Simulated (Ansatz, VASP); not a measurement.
Given: the input of a run of Ansatz 0.2.0 on HfC.

Contents of input.yaml:

```yaml
crystal:
  lattice:
    - [0.0, 2.3555956139, 2.3555956139]
    - [2.3555956139, 0.0, 2.3555956139]
    - [2.3555956139, 2.3555956139, 0.0]
  atoms:
    - { symbol: Hf, position: [0.5, 0.5, 0.5] }
    - { symbol: C, position: [0.0, 0.0, 0.0] }
hamiltonian:
  xc: lda
  pseudopotentials: { kind: paw }
kpoints:
  mp_grid: { grid: [10, 10, 10] }
scf:
  occupations: { method: fermi_dirac, width: 0.05 }
output:
  forces: true
  stress: true
  eigenvalues: true
```

Potentials or basis: Ansatz PAW.

The run is started by

```bash
$ ansatz run input.yaml --threads 2 --pin off --max-ram 5632MiB --backend cpu --events-out ev --progress --plain --runs-dir out
```

Question: Set up the same calculation for VASP 6.6.1. Potentials there: VASP PAW LDA potentials, release 64 (Hf_pv, C).

Answer: As run (the cutoff follows the program's own potentials):

The input INCAR:

```
  ALGO = Normal
  EDIFF = 1E-6
  ENCUT = 520
  ISIF = 2
  ISMEAR = -1
  LASPH = T
  LCHARG = F
  LREAL = F
  LWAVE = F
  NBANDS = 14
  NELM = 100
  PREC = Accurate
  SIGMA = 0.05
```

File KPOINTS:

```
k-points
0
Gamma
  10 10 10
```

POSCAR

```
HfC
1.0
    0.0000000000      2.3555956139      2.3555956139
    2.3555956139      0.0000000000      2.3555956139
    2.3555956139      2.3555956139      0.0000000000
Hf C
1 1
Direct
    0.5000000000      0.5000000000      0.5000000000
    0.0000000000      0.0000000000      0.0000000000
```

Potentials or basis: VASP PAW LDA potentials, release 64 (Hf_pv, C).

The run is started by

```console
$ cat potpaw_LDA.64/Hf_pv/POTCAR potpaw_LDA.64/C/POTCAR > POTCAR
$ mpirun -np 1 vasp_std > vasp.out
```

Both were run:

|  | VASP | Ansatz | Ansatz less VASP |
| --- | --- | --- | --- |
| gap on the k mesh at the Fermi level (eV) | none | none | - |
| pressure (GPa) | -19.5 | -19.6 | -0.09 |

A gap of «none» marks a metal or a gap that the smearing closes. The two sets of potentials don't hold the same shells in valence.

Caveats: so large a pressure means that the cell lies far from this level's equilibrium, or that cutoff or potentials fall short (VASP); the PAW data sets come from PBE, with cores solved anew for the run's functional, which leaves a small shift of forces and pressure (Ansatz). Spin-orbit coupling is left out, which matters for the levels of Hf.
